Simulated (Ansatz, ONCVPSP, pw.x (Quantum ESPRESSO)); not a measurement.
## In: does the ONCV potential hold in the solid?

- Element: In (Z = 49)
- Generator: ONCVPSP 4.0.1.1 (patched build)
- Type: optimised norm-conserving Vanderbilt (ONCV)
- Functional: PBE
- Relativity: scalar-relativistic
- Frozen core: [Ar] 3d10
- Valence charge: 21
- Reference configuration: 4s2 4p6 4d10 5s2 5p1
- Partial waves: 4s+5s: rc 1.55 bohr, ncon 4, nbas 7, qcut 9.3 1/bohr, 2 projectors; 4p+5p: rc 1.50 bohr, ncon 5, nbas 10, qcut 8.6 1/bohr, 2 projectors; 4d: rc 1.70 bohr, ncon 4, nbas 9, qcut 8.5 1/bohr, 2 projectors, debl 2.2 Ha; f scattering state at 0.47 Ha: rc 1.50 bohr, ncon 4, nbas 8, qcut 7.7 1/bohr, 2 projectors, debl 3.1 Ha
- Local potential: polynomial inside 1.10 bohr (lpopt 5, dvloc0 4 Ha)
- Core correction: Teter function, fcfact 4.25, rcfact 1.5

Crystal test: fcc In in pw.x 7.5, no spin, 12³ k-points, Fermi–Dirac smearing 0.01 Ry, cutoffs 80/320 Ry. The reference is all-electron LAPW (Ansatz 0.2.0) with the same functional, mesh and smearing; V0 and B0 come from Birch–Murnaghan fits to the pressures at five volumes. Errors are pseudo minus all-electron; Δ is the rms difference of the E(V) curves that follow from these fits, minima aligned, over ±6 % about the mean V0. Mesh and smearing are coarse, so the numbers serve the comparison and aren't converged zero-temperature values; the lattice is a test structure that the element need not adopt.

All-electron: a0 = 4.791 Å (V0 = 27.50 Å³/atom), B0 = 34.9 GPa.

**Question.** How far does the potential miss the all-electron equation of state?

**Answer.** mean pressure error (GPa): -0.04; a0 (Å): 4.790; a0 error (%): -0.03; B0 error (%): -0.1; Δ (meV/atom): 0.2. Atomic configuration tests: 1 of 4 tests not solved or not reliable.

```tsv
V (Å³/atom)	P all-electron (GPa)	P pseudo (GPa)
26.366	1.64	1.58
27.060	0.58	0.56
27.754	-0.32	-0.35
28.448	-1.08	-1.12
29.142	-1.74	-1.77
```

**Question.** At the middle volume, how do free energy and pressure move when the wave cutoff is lowered (ecutrho kept at four times it)?

**Answer.**

```json
{"cutoff (Ry)": "36", "shift of F (meV/atom)": "+21280.4", "shift of P (GPa)": "-458.62"}
{"cutoff (Ry)": "48", "shift of F (meV/atom)": "+2621.8", "shift of P (GPa)": "-96.12"}
{"cutoff (Ry)": "64", "shift of F (meV/atom)": "+50.5", "shift of P (GPa)": "-3.88"}
```

The run at the middle volume (72 k-points, 8 iterations) took about 48 s on one core of a shared host (Neoverse-V1, 32 threads, 247 GiB, load 7).
